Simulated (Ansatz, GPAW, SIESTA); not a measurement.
## AlRu: 4 runs at one level of theory

```xyz
2
Lattice="2.9916 0.0000 0.0000 0.0000 2.9916 0.0000 0.0000 0.0000 2.9916" Properties=species:S:1:pos:R:3 pbc="T T T"
Ru    1.4958    1.4958    1.4958
Al    0.0000    0.0000    0.0000
```

Alike in all runs: task band structure; functional PBE; k mesh 9 × 9 × 9; occupations fermi-dirac, width 0.05 eV; no spin polarisation; no spin-orbit coupling. Pressure is positive in compression and, in plane waves, holds the error of the finite cutoff, which Ansatz's Pulay term estimates and takes out.

```
                                                                                   program and potentials  plane-wave cutoff (eV)                             notes  pressure (GPa)
                                                                                       Ansatz, Ansatz PAW                     420  Pulay term of +0.07 GPa included            2.54
                                                           Ansatz, all-electron LAPW, scalar-relativistic                       -                                 -            2.49
SIESTA, files PseudoDojo sr-pbe-0.4.1-standard, DZP (energy shift 0.003 Ry; two zetas on semicore shells)                       -                      atomic basis            4.11
                                                               GPAW, GPAW PAW data sets (gpaw-data 1.2.1)                     600                                 -            3.20
```

The pressure spans 2.49 (Ansatz, all-electron LAPW, scalar-relativistic) to 4.11 GPa (SIESTA, files PseudoDojo sr-pbe-0.4.1-standard, DZP (energy shift 0.003 Ry; two zetas on semicore shells)), with all-electron results at 2.49. Rows in atomic bases carry the error of their basis and grid, which can be large.

The functional is the same throughout but for its coding, so the spread measures potentials, basis and numerics; runs on potential files found faulty are left out.
